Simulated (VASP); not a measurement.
# Nb (P6_3/mmc) in VASP: further runs

Aim: see how the results for Nb move with the level of theory and the settings. Levels: PBEsol, RPBE. Tasks: relaxation of cell and atoms, single point.

Everything below comes from runs of VASP 6.6.1. Logs are shortened: lines on timing, memory, paths and dates and some standing lists are left out, and cuts for length are marked.

## Step 1: Starting point

It takes space group P6_3/mmc (No. 194, hexagonal). Conventional cell: a = 2.942 Å, b = 2.942 Å, c = 4.804 Å, α = 90.00°, β = 90.00°, γ = 120.00°. Nb (site symmetry -6m2) has 12 Nb at 2.94 Å as nearest neighbours.

This isn't the form of Nb at room conditions, which is bcc.

## Step 2: Relaxation of cell and atoms, PBEsol

INCAR reads:

```
SYSTEM = Nb
ALGO = Normal ; EDIFF = 1E-7
EDIFFG = -0.005 ; ENCUT = 300
GGA = PS ; IBRION = 2
ISIF = 3 ; ISMEAR = 0
LASPH = .True. ; LCHARG = .False.
LREAL = .False. ; LWAVE = .False.
NELM = 60 ; NSW = 90
PREC = Accurate ; SIGMA = 0.1
```

KPOINTS reads:

```
k-points
0
Gamma
  18 18 10
  0 0 0
```

POSCAR reads:

```
Nb
1.0
    2.9416827500      0.0000000000      0.0000000000
   -1.4708413800      2.5475719900      0.0000000000
    0.0000000000      0.0000000000      4.8037679400
Nb
2
Direct
    0.3333333300      0.6666666700      0.2500000000
    0.6666666700      0.3333333300      0.7500000000
```

Potentials or basis: VASP PAW PBE potentials, release 64 (Nb_sv).

On the command line:

```sh
cat potpaw_PBE.64/Nb_sv/POTCAR > POTCAR
mpirun -np 1 vasp_std > vasp.out
```

OUTCAR:

```text
SYSTEM = Nb
   EDIFF = 1E-7
   EDIFFG = -0.005
   ENCUT = 300
   GGA = PS
   IBRION = 2
   ISIF = 3
   ISMEAR = 0
   LASPH = .True.
   LREAL = .False.
   NELM = 60
   NSW = 90
   PREC = Accurate

 ion  position               nearest neighbor table
   1  0.333  0.667  0.250-   2 2.94   2 2.94   2 2.94   2 2.94   2 2.94   2 2.94
   2  0.667  0.333  0.750-   1 2.94   1 2.94   1 2.94   1 2.94   1 2.94   1 2.94

  LATTYP: Found a hexagonal cell.
 ALAT       =     2.9416827500
 C/A-ratio  =     1.6330000031

  Lattice vectors:

 A1 = (   2.9416827500,   0.0000000000,   0.0000000000)
 A2 = (  -1.4708413800,   2.5475719900,   0.0000000000)
 A3 = (   0.0000000000,   0.0000000000,   4.8037679400)

Analysis of symmetry for initial positions (statically):
=====================================================================
 Subroutine PRICEL returns:
 Original cell was already a primitive cell.

 Routine SETGRP: Setting up the symmetry group for a
 hexagonal supercell.

 Subroutine GETGRP returns: Found 24 space group operations
 (whereof 12 operations were pure point group operations)
 out of a pool of 24 trial point group operations.

The static configuration has the point symmetry D_3d.
 The point group associated with its full space group is D_6h.

Analysis of symmetry for dynamics (positions and initial velocities):
=====================================================================
 Subroutine PRICEL returns:
 Original cell was already a primitive cell.

 Routine SETGRP: Setting up the symmetry group for a
 hexagonal supercell.

 Subroutine GETGRP returns: Found 24 space group operations
 (whereof 12 operations were pure point group operations)
 out of a pool of 24 trial point group operations.

The dynamic configuration has the point symmetry D_3d.
 The point group associated with its full space group is D_6h.

 Subroutine INISYM returns: Found 24 space group operations
 (whereof 12 operations are pure point group operations),
 and found     1 'primitive' translations

----------------------------------------------------------------------------------------

                                     Primitive cell

  volume of cell :      36.0002

  direct lattice vectors                    reciprocal lattice vectors
     2.941682750  0.000000000  0.000000000     0.339941484  0.196265308  0.000000000
    -1.470841380  2.547571990  0.000000000     0.000000000  0.392530615  0.000000000
     0.000000000  0.000000000  4.803767940     0.000000000  0.000000000  0.208169923

  length of vectors
     2.941682750  2.941682751  4.803767940     0.392530615  0.392530615  0.208169923

  position of ions in fractional coordinates (direct lattice)
     0.333333330  0.666666670  0.250000000
     0.666666670  0.333333330  0.750000000

  ion indices of the primitive-cell ions
   primitive index   ion index
                 1           1
                 2           2

----------------------------------------------------------------------------------------

 KPOINTS: k-points

Automatic generation of k-mesh.
 Grid dimensions read from file:
 generate k-points for:   18   18   10

 Generating k-lattice:

  Cartesian coordinates                     Fractional coordinates (reciprocal lattice)
     0.018885638  0.010903628  0.000000000     0.055555556  0.000000000  0.000000000
     0.000000000  0.021807256  0.000000000     0.000000000  0.055555556  0.000000000
     0.000000000  0.000000000  0.020816992     0.000000000  0.000000000  0.100000000

  Length of vectors
     0.021807256  0.021807256  0.020816992

  Shift w.r.t. Gamma in fractional coordinates (k-lattice)
     0.000000000  0.000000000  0.000000000

 Subroutine IBZKPT returns following result:
 ===========================================

 Found    222 irreducible k-points:

 Following reciprocal coordinates:
            Coordinates               Weight
  0.000000  0.000000  0.000000      1.000000
  0.055556  0.000000  0.000000      6.000000
  0.111111  0.000000  0.000000      6.000000
  0.166667  0.000000  0.000000      6.000000
  0.222222  0.000000  0.000000      6.000000
  0.277778  0.000000  0.000000      6.000000
[... 16 lines left out ...]
  0.333333  0.111111  0.000000     12.000000
  0.388889  0.111111  0.000000     12.000000
 [... further k-points ...]
   k-points           NKPTS =    222   k-points in BZ     NKDIM =    222   number of bands    NBANDS=     17
   number of dos      NEDOS =    301   number of ions     NIONS =      2
   total plane-waves  NPLWV =   9072
   dimension x,y,z NGX =    18 NGY =   18 NGZ =   28
   dimension x,y,z NGXF=    36 NGYF=   36 NGZF=   56
   ions per type =               2
   NGX,Y,Z   is equivalent  to a cutoff of  10.17, 10.17,  9.69 a.u.
   NGXF,Y,Z  is equivalent  to a cutoff of  20.35, 20.35, 19.38 a.u.
 SYSTEM =  Nb
   PREC   = accura    normal or accurate (medium, high low for compatibility)
   ISTART =      0    job   : 0-new  1-cont  2-samecut
   ICHARG =      2    charge: 1-file 2-atom 10-const
   ISPIN  =      1    spin polarized calculation?
   LNONCOLLINEAR =      F non collinear calculations
   LSORBIT =      F    spin-orbit coupling
   LASPH  =      T    aspherical Exc in radial PAW
   ENCUT  =  300.0 eV  22.05 Ry    4.70 a.u.   4.15  4.15  6.78*2*pi/ulx,y,z
   NELM   =     60;   NELMIN=  2; NELMDL= -5     # of ELM steps
   EDIFF  = 0.1E-06   stopping-criterion for ELM
   LREAL  =      F    real-space projection
   EDIFFG = -.5E-02   stopping-criterion for IOM
   NSW    =     90    number of steps for IOM
   IBRION =      2    ionic relax: 0-MD 1-quasi-New 2-CG
   NFREE  =      1    steps in history (QN), initial steepest desc. (CG)
   ISIF   =      3    stress and relaxation
   ISYM   =      2    0-nonsym 1-usesym 2-fastsym
   POTIM  = 0.5000    time-step for ionic-motion
   TEBEG  =    0.0;   TEEND  =   0.0 temperature during run
   PSTRESS=    0.0 pullay stress
   NELECT =      26.0000    total number of electrons
   NUPDOWN=      -1.0000    fix difference up-down
   EMIN   =  10.00;   EMAX   =-10.00  energy-range for DOS
   EFERMI =   0.00;   METHOD = LEGACY
   ISMEAR =     0;   SIGMA  =   0.10  broadening in eV -4-tet -1-fermi 0-gaus
   EFERMI_NEDOS =   21; number of points for ismear=-14 and -15
   IALGO  =     38    algorithm
   IMIX   =      4    mixing-type and parameters
     AMIX     =   0.40;   BMIX     =  1.00
     AMIX_MAG =   1.60;   BMIX_MAG =  1.00
  volume/ion in A,a.u.               =      18.00       121.47
  Fermi-wavevector in a.u.,A,eV,Ry     =   1.468806  2.775641 29.353097  2.157392
  Thomas-Fermi vector in A             =   2.584260
   LORBIT       =      0    0 simple, 1 ext, 2 COOP (PROOUT), +10 PAW based schemes
   GGA     = PS    functional components
   LHFCALC =     F    Hartree Fock is set to
   AEXX    =    0.0000 exact exchange contribution
   IVDW    =     0    specifies the selected vdW correction
   LEPSILON=     F    determine dielectric tensor
   LRPA    =     F    only Hartree local field effects (RPA)
 conjugate gradient relaxation of ions
 non-spin polarized calculation
 Gauss-broadening in eV      SIGMA  =   0.10
  energy-cutoff  :      300.00
  volume of cell :       36.00
 maximum number of plane-waves:       438
 NGX is ok and might be reduce to    18
   NGX =  9   NGY =  9   NGZ = 13

--------------------------------------- Ionic step        1  -------------------------------------------

 number of electron      26.0000005 magnetization

 Free energy of the ion-electron system (eV)
  ---------------------------------------------------
  ext. energy  EPLUGINS =         0.00000000
  ---------------------------------------------------
  free energy    TOTEN  =       -21.13746870 eV

  energy without entropy =      -21.12177038  energy(sigma->0) =      -21.12961954

------------------------ aborting loop because EDIFF is reached ----------------------------------------

  FORCE on cell =-STRESS in cart. coord.  units (eV):
  Direction    XX          YY          ZZ          XY          YZ          ZX
  --------------------------------------------------------------------------------------
  -------------------------------------------------------------------------------------
  Total       -0.9791933     -0.9791933      1.0224087      0.0000000      0.0000000     -0.0000000
  in kB      -43.5787412    -43.5787412     45.5020324      0.0000001      0.0000000     -0.0000000
  external PRESSURE =     -13.8851500 kB  Pullay stress =       0.0000000 kB
[... 89 lines left out ...]
  FREE ENERGIE OF THE ION-ELECTRON SYSTEM (eV)
  ---------------------------------------------------
  free  energy   TOTEN  =       -21.2151030991 eV

  energy  without entropy=      -21.2025560216  energy(sigma->0) =      -21.20882956

[... ionic steps 4 to 7 ...]

--------------------------------------- Ionic step        8  -------------------------------------------

 number of electron      25.9999984 magnetization

------------------------ aborting loop because EDIFF is reached ----------------------------------------

  FORCE on cell =-STRESS in cart. coord.  units (eV):
  Direction    XX          YY          ZZ          XY          YZ          ZX
  --------------------------------------------------------------------------------------
  -------------------------------------------------------------------------------------
  Total        0.0147311      0.0147311      0.0416687     -0.0000000      0.0000000     -0.0000000
  in kB        0.6627818      0.6627818      1.8747540     -0.0000000      0.0000000     -0.0000000
  external PRESSURE =       1.0667725 kB  Pullay stress =       0.0000000 kB
[... 57 lines left out ...]
  energy  without entropy=      -21.2286753091  energy(sigma->0) =      -21.23486905

--------------------------------------- Ionic step       10  -------------------------------------------

 number of electron      25.9999984 magnetization

 Free energy of the ion-electron system (eV)
  ---------------------------------------------------
  ext. energy  EPLUGINS =         0.00000000
  ---------------------------------------------------
  free energy    TOTEN  =       -21.24106523 eV

  energy without entropy =      -21.22867248  energy(sigma->0) =      -21.23486886

 E-fermi :  11.5922     XC(G=0): -12.6729

 val. band max:       11.5900310856   @ k =   0.2778   0.2222   0.1000
 cond. band min:      11.5931421566   @ k =   0.1667   0.1667   0.0000
 fundamental gap:      0.0031110710
 Fermi energy:        11.5922370364

 k-point     1 :       0.0000    0.0000    0.0000
  band No.  band energies     occupation
      1     -42.9952      2.00000
      2     -42.8362      2.00000
      3     -19.6150      2.00000
      4     -18.4958      2.00000
      5     -18.2892      2.00000
      6     -18.2892      2.00000
[... 9 lines left out ...]
     16      12.3664      0.00000
     17      14.1922      0.00000
[... 443 lines left out ...]
      1     -42.7059      2.00000
      2     -42.6536      2.00000
      3     -19.6694      2.00000
      4     -19.5212      2.00000
      5     -19.0093      2.00000
      6     -18.7642      2.00000
[... 9 lines left out ...]
     16      15.6888      0.00000
     17      15.8850      0.00000

 [... further k-points ...]

------------------------ aborting loop because EDIFF is reached ----------------------------------------

  FORCE on cell =-STRESS in cart. coord.  units (eV):
  Direction    XX          YY          ZZ          XY          YZ          ZX
  --------------------------------------------------------------------------------------
  -------------------------------------------------------------------------------------
  Total        0.0085461      0.0085461      0.0030404     -0.0000000      0.0000000      0.0000000
  in kB        0.3843576      0.3843576      0.1367414     -0.0000000      0.0000000      0.0000000
  external PRESSURE =       0.3018189 kB  Pullay stress =       0.0000000 kB
[... 17 lines left out ...]
  FREE ENERGIE OF THE ION-ELECTRON SYSTEM (eV)
  ---------------------------------------------------
  free  energy   TOTEN  =       -21.2410652299 eV

  energy  without entropy=      -21.2286724840  energy(sigma->0) =      -21.23486886

 reached required accuracy - stopping structural energy minimisation
```

It took 3.5 min on 1 thread of Intel Xeon 6975P-C (Granite Rapids), shared host; peak memory 0.17 GiB.

These settings aren't checked as converged: the numbers below hold their error.

Results:

- Free energy: -21.2411 eV
- Relaxed volume: 17.81 Å³/atom
- Relaxed cell: a = 2.834 Å, b = 2.834 Å, c = 5.123 Å, α = 90.00°, β = 90.00°, γ = 120.00°
- Space group after relaxing (to 0.05 Å): P6_3/mmc (No. 194)
- Energy gained by relaxing: 51.8 meV/atom
- Ionic steps: 10
- Band gap on the k mesh: none (metal or under the smearing width)

Caveat: the cutoff is under 1.25 times the usual one of these potentials, so pressure, stress and relaxed cells hold a basis-set (Pulay) error; the PAW data sets were made with another functional, which shifts forces and pressure a little.

## Step 3: Relaxation of cell and atoms, PBEsol

INCAR: that of step 2 with these lines changed.

```diff
@@ -2,3 +2,3 @@
 ALGO = Normal ; EDIFF = 1E-7
-EDIFFG = -0.005 ; ENCUT = 300
+EDIFFG = -0.005 ; ENCUT = 600
 GGA = PS ; IBRION = 2
```

KPOINTS reads:

```
k-points
0
Gamma
  6 6 4
  0 0 0
```

POSCAR is that of step 2.

Potentials or basis: VASP PAW PBE potentials, release 64 (Nb_sv).

On the command line:

```sh
cat potpaw_PBE.64/Nb_sv/POTCAR > POTCAR
mpirun -np 1 vasp_std > vasp.out
```

OUTCAR:

```text
SYSTEM = Nb
   EDIFF = 1E-7
   EDIFFG = -0.005
   ENCUT = 600
   GGA = PS
   IBRION = 2
   ISIF = 3
   ISMEAR = 0
   LASPH = .True.
   LREAL = .False.
   NELM = 60
   NSW = 90
   PREC = Accurate

 ion  position               nearest neighbor table
   1  0.333  0.667  0.250-   2 2.94   2 2.94   2 2.94   2 2.94   2 2.94   2 2.94
   2  0.667  0.333  0.750-   1 2.94   1 2.94   1 2.94   1 2.94   1 2.94   1 2.94

  LATTYP: Found a hexagonal cell.
 ALAT       =     2.9416827500
 C/A-ratio  =     1.6330000031

  Lattice vectors:

 A1 = (   2.9416827500,   0.0000000000,   0.0000000000)
 A2 = (  -1.4708413800,   2.5475719900,   0.0000000000)
 A3 = (   0.0000000000,   0.0000000000,   4.8037679400)

Analysis of symmetry for initial positions (statically):
[... 278 lines left out ...]
  energy  without entropy=      -21.3245355200  energy(sigma->0) =      -21.33134285

[... ionic steps 4 to 7 ...]

--------------------------------------- Ionic step        8  -------------------------------------------

 number of electron      26.0000002 magnetization

------------------------ aborting loop because EDIFF is reached ----------------------------------------
[... 67 lines left out ...]
--------------------------------------- Ionic step       10  -------------------------------------------

 number of electron      26.0000002 magnetization

 Free energy of the ion-electron system (eV)
  ---------------------------------------------------
  ext. energy  EPLUGINS =         0.00000000
  ---------------------------------------------------
  free energy    TOTEN  =       -21.34222449 eV

  energy without entropy =      -21.32986252  energy(sigma->0) =      -21.33604350

 E-fermi :  11.7050     XC(G=0): -12.6548

 val. band max:       11.7019480459   @ k =   0.1667   0.0000   0.2500
 cond. band min:      11.7893075738   @ k =   0.3333  -0.0000   0.0000
 fundamental gap:      0.0873595278
 Fermi energy:        11.7049647399

 k-point     1 :       0.0000    0.0000    0.0000
  band No.  band energies     occupation
      1     -43.0418      2.00000
      2     -42.9078      2.00000
      3     -19.6013      2.00000
      4     -18.5965      2.00000
      5     -18.2291      2.00000
      6     -18.2291      2.00000
[... 438 lines left out ...]
  FREE ENERGIE OF THE ION-ELECTRON SYSTEM (eV)
  ---------------------------------------------------
  free  energy   TOTEN  =       -21.3422244870 eV

  energy  without entropy=      -21.3298625169  energy(sigma->0) =      -21.33604350

 reached required accuracy - stopping structural energy minimisation
```

CONTCAR:

```text
Nb
   1.00000000000000
     2.7997033619639784    0.0000000002834370    0.0000000000000000
    -1.3998516854952021    2.4246142332066092   -0.0000000000000000
     0.0000000000000000   -0.0000000000000000    5.2540931246536857
  Nb
     2
Direct
     0.3333333300000021    0.6666666699999979    0.2500000000000000
     0.6666666699999979    0.3333333300000021    0.7500000000000000

  0.00000000E+00  0.00000000E+00  0.00000000E+00
  0.00000000E+00  0.00000000E+00  0.00000000E+00
```

Wall time 50 s (1 thread of Intel Xeon 6975P-C (Granite Rapids), shared host); peak memory 0.16 GiB.

What came out:

| Item | Value |
| --- | --- |
| Free energy | -21.3422 eV |
| Relaxed volume | 17.83 Å³/atom |
| Relaxed cell | a = 2.800 Å, b = 2.800 Å, c = 5.254 Å, α = 90.00°, β = 90.00°, γ = 120.00° |
| Space group after relaxing (to 0.05 Å) | P6_3/mmc (No. 194) |
| Energy gained by relaxing | 94.5 meV/atom |
| Ionic steps | 10 |
| Pressure after relaxing | 0.0 GPa |
| Band gap on the k mesh | none (metal or under the smearing width) |

Step by step:
```csv
step,energy change (eV),largest force (eV/Å),pressure (GPa),volume (Å³)
1,0.0000,0.0000,-0.38,36.00
2,-0.0933,0.0000,-0.11,35.74
3,-0.1849,0.0000,2.14,35.23
4,-0.1851,0.0000,2.53,35.16
5,-0.1597,0.0000,-5.59,36.99
6,-0.1887,0.0000,0.20,35.63
7,-0.1887,0.0000,0.26,35.62
8,-0.1890,0.0000,-0.14,35.69
9,-0.1890,0.0000,-0.03,35.66
10,-0.1890,0.0000,-0.02,35.67
```

Final structure:
```yaml
crystal:
  lattice:
    - [2.79970, 0.00000, 0.00000]
    - [-1.39985, 2.42461, 0.00000]
    - [0.00000, 0.00000, 5.25409]
  atoms:
    - { symbol: Nb, position: [0.33333, 0.66667, 0.25000] }
    - { symbol: Nb, position: [0.66667, 0.33333, 0.75000] }
```

Caveat: the k mesh is coarse (spacing up to 0.41 Å⁻¹), so the values aren't converged; the PAW data sets were made with another functional, which shifts forces and pressure a little.

## Step 4: Single point, PBEsol

INCAR reads:

```
  PREC = Accurate
  ENCUT = 520
  EDIFF = 1E-7
  ISMEAR = 0
  SIGMA = 0.1
  LREAL = F
  LASPH = T
  NELM = 60
  ALGO = Normal
  ISIF = 2
  LWAVE = F
  LCHARG = F
  GGA = PS
```

KPOINTS reads:

```
Automatic mesh
0
Gamma
  18 18 10
```

POSCAR is that of step 3.

On the command line:

```sh
cat potpaw_PBE.64/Nb_sv/POTCAR > POTCAR
mpirun -np 1 vasp_std > vasp.out
```

Run time: 49 s. Hardware: 1 thread of Intel Xeon 6975P-C (Granite Rapids), shared host; peak memory 0.23 GiB.

The run converged. Its results:

```yaml
Free_energy: -21.1728 eV
Pressure: -0.1 GPa
Band_gap_on_the_k_mesh: none (metal or under the smearing width)
```

Stress tensor (GPa, compression positive):
```
-3.04  0.00  0.00
 0.00 -3.04  0.00
 0.00  0.00  5.89
```

Levels at points of the mesh, in eV from the Fermi level:
| k point | band 11 | band 12 | band 13 | band 14 | band 15 | band 16 |
| --- | --- | --- | --- | --- | --- | --- |
| (0.00, 0.00, 0.00) | 0.00 | 0.08 | 0.08 | 0.80 | 0.80 | 1.50 |
| (0.50, 0.00, 0.00) | -3.29 | -0.14 | -0.13 | 0.14 | 0.87 | 4.88 |
| (0.00, 0.00, 0.50) | -0.70 | -0.70 | 0.01 | 0.01 | 0.01 | 0.01 |
| (0.50, 0.00, 0.50) | -2.18 | -2.18 | 1.80 | 1.80 | 2.03 | 2.03 |

Caveat: the PAW data sets were made with another functional, which shifts forces and pressure a little.

(Part 1 of 2 ends here.)
